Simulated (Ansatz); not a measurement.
## MgS (F-43m) under several functionals

Plane-wave DFT in Ansatz with scalar-relativistic PAW potentials. The same structure was relaxed (cell and atoms, symmetry kept) in separate runs at each level. This zinc-blende form isn't the usual stable structure of the compound. No spin polarisation.

Problem. How do the levels LDA, PBE, PBE+D3(BJ), PBEsol compare?

Solution.
```csv
level,cutoff (eV),k mesh,V (Å³/atom),a (Å),gap (eV)
LDA,420,8×8×8,21.863,5.592,3.37
PBE+D3(BJ),420,8×8×8,22.253,5.626,3.56
PBEsol,420,8×8×8,22.567,5.652,3.32
PBE,420,8×8×8,23.115,5.697,3.37
```

The usual order of volumes, LDA < PBEsol < PBE, holds here (21.863, 22.567, 23.115 Å³/atom). As a rule LDA overbinds; PBEsol, built on the gradient expansion of slowly varying densities, lies between LDA and PBE; PBE's stronger gradient term for exchange weakens bonds. Adding D3 to PBE changes the volume by -3.7 %; the term is attractive, so it pulls cells in. In ionic crystals its C6 for cations, set by coordination number and not by charge, is often too large, so it can pull in too far. Each gap belongs to its own cell, so it mixes the functional's effect with that of the volume; gaps are the least found on the k mesh or on a band path.